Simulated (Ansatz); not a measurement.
A run of Ansatz 0.2.0 is set up as follows.

The input input.yaml:

```yaml
crystal:
  lattice:
    - [0.0, 3.06065, 3.06065]
    - [3.06065, 0.0, 3.06065]
    - [3.06065, 3.06065, 0.0]
  atoms:
    - { symbol: Pb, position: [0.0, 0.0, 0.0] }
    - { symbol: Se, position: [0.5, 0.5, 0.5] }
kpoints:
  mp_grid: { grid: [8, 8, 8] }
scf:
  occupations: { method: gaussian, width: 0.019 }
hamiltonian:
  xc: pbe
  pseudopotentials: { kind: all_electron, lapw: { basis_error: 0.001 } }
output:
  forces: true
  stress: true
  eigenvalues: true
```

Potentials or basis: all-electron LAPW, scalar-relativistic.

Command:

```bash
$ ansatz run input.yaml --threads 1 --pin off --max-ram 3072MiB --backend cpu --events-out ev --progress --plain --runs-dir out
```

What does it give for the pressure?

2.4 GPa.

What does it give for the band gap on the k mesh?

0.28 eV, direct.

Caveat: spin-orbit coupling is left out, which as a rule narrows the gap of such compounds by several tenths of an eV.

**What was measured.**

From a printed reference work, monograph, for a bulk crystal of PbSe at 4.2 K: band gap 0.15 eV (direct).

Against the measured gap of PbSe, 0.15 eV (direct; 4.2 K; a printed reference work, monograph), the calculated 0.28 eV is off by +0.13 eV. 2 values of this kind are on record (0.15 to 0.28 eV); this one was drawn at random. Spin-orbit coupling on Pb, Se is left out. The value is that of PBE on a finite k mesh, which can miss the band edges, without temperature or zero-point motion.
